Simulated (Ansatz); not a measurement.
# Does relaxation matter for the field gradients of GeS?

Start: a Materials Project structure (computed, not necessarily an observed phase), atoms as given.

Space group Pnma (No. 62); a = 10.7808, b = 3.6031, c = 4.5231 Å.

| site | Wyckoff | site symmetry | x | y | z |
| --- | --- | --- | --- | --- | --- |
| Ge | 4c | .m. | 0.8722 | 0.2500 | 0.3669 |
| S | 4c | .m. | 0.6548 | 0.2500 | 0.5148 |

One atom of each set is listed.

The numbers come from a DFT calculation in Ansatz (PBE, plane waves and PAW, scalar-relativistic, 420 eV cutoff, Γ-centred 3×9×7 k-points, Fermi–Dirac smearing 0.01 eV).

The largest force at the start is 0.29 eV/Å. Relaxing the ions at fixed cell moves them by 0.074 Å at most (atom 6, S) and 0.061 Å rms.

| site | moved (Å) | first shell before | first shell after | V_zz before (10²¹ V/m²) | η before |
| --- | --- | --- | --- | --- | --- |
| Ge | 0.046 | 3 S at 2.42–2.44 Å | 3 S at 2.44–2.47 Å | -8.23 | 0.25 |
| S | 0.074 | 3 Ge at 2.42–2.44 Å | 3 Ge at 2.44–2.47 Å | -6.51 | 0.09 |

Question: How do the gradients change?

Answer: 

```json
{"site": "Ge", "V_zz after": "-7.84", "η after": "0.30", "change of V_zz": "+0.39"}
{"site": "S", "V_zz after": "-5.97", "η after": "0.15", "change of V_zz": "+0.54"}
```

The largest change of V_zz is on S, from -6.51 to -5.97. The whole tensor moves most on Ge, by 0.93 along its most changed direction. In per cent, |V_zz| changes by -5 on Ge, -8 on S (all sites that start above 0.5).
